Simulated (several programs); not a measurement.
**Many methods on one cell: Cu₃N (Pm-3m)**

Cu₃N (started from an entry of an open crystallographic database), relaxed with r2SCAN in Ansatz, was computed with several methods. It is cubic, Pm-3m (No. 221); conventional cell a = 3.789 Å, 13.60 Å³ an atom. Around Cu lie 2 N at 1.89 Å; around N lie 6 Cu at 1.89 Å. The values are computed, spin-unpolarised, and not measurements.

Space group Pm-3m (No. 221). a = 3.789 Å, b = 3.789 Å, c = 3.789 Å, α = 90.00°, β = 90.00°, γ = 90.00°
```
atom  site  symmetry       x       y       z
  Cu    3d    4/mm.m  0.5000  0.0000  0.0000
   N    1a      m-3m  0.0000  0.0000  0.0000
```

Gaps and times are for a single point on this cell; volume and bulk modulus come from each method's own relaxation or energy curve at fixed shape. Times are rough, from shared hosts (Arm Neoverse V2; Intel Xeon Platinum 8259CL CPU @ 2.50GHz), and each method has its own mesh and cell size. A star marks a curve whose lowest point is an end point. PM7 (MOPAC), GFN1-xTB (tblite), GFN2-xTB (tblite) treat a cluster of cells at its zone centre, which samples few k points: where these miss a band edge, the gap comes out too large for that reason alone. Gaps from k meshes are read at a limited set of points (mesh, symmetry points, PBE's band edges), so each method's own least gap may be somewhat smaller. xTB and the PM methods were fitted mostly to molecules, and can miss a solid's gap by electronvolts. Minimal bases can be far off for gaps. Times of the plane-wave ladder aren't listed, since it ran on unlike processors and cards. GLLB-SC's gap includes the derivative discontinuity. d marks a direct gap, i an indirect one (no mark: not told apart), a dash a value that wasn't computed or didn't pass its checks.

| method | kind | gap (eV) | own volume (Å³/atom) | bulk modulus (GPa) | atoms computed | processor time |
| --- | --- | --- | --- | --- | --- | --- |
| PBEsol | semilocal | – | 13.36 | – | 4 | – |
| light PBE (260 eV and a coarse mesh) | light plane-wave | 0.28 i | – | – | 4 | 1 s |
| PBE | semilocal | 0.12 i | 14.03 | 116 | 4 | – |
| PBE/single zeta (GPAW) | small basis | 1.39 i | – | – | 4 | 4.1 s |
| LDA | semilocal | 0.14 i | 12.89 | – | 4 | – |
| GFN1-xTB (tblite) | tight binding | 2.28 | 14.47 | 88 | cluster | 5.7 s |
| r2SCAN | semilocal | 0.23 i | 13.60 | 129 | 4 | – |
| GFN2-xTB (tblite) | tight binding | 2.51 | – | – | cluster | 9.2 s |
| GLLB-SC (GPAW) | model potential | 1.37 | – | – | 4 | 11 s |
| PBE/SZV (CP2K) | small basis | 0.20 i | 14.90* | 107* | 4 | 11 s |
| PBE/DZVP (CP2K) | small basis | 0.25 i | 14.29 | 111 | 4 | 47 s |
| HSE06 | hybrid | 0.88 i | 13.97 | – | 4 | – |
| PBE0 | hybrid | 1.54 i | – | – | 4 | – |
| PM7 (MOPAC) | semi-empirical | 3.07 | – | – | cluster | 2.6 min |

Against HSE06 (0.88 eV) and with closed or daggered gaps left aside, the nearest gap at the points sampled is that of GLLB-SC (GPAW) (+0.49 eV) and the farthest that of PM7 (MOPAC) (+2.19 eV). HSE06 is only a yardstick of convenience, and nearness to it can be luck.

Volumes against r2SCAN's: PBEsol -1.8 %, PBE +3.2 %, LDA -5.3 %, GFN1-xTB (tblite) +6.4 %, PBE/DZVP (CP2K) +5.0 %, HSE06 +2.7 %.
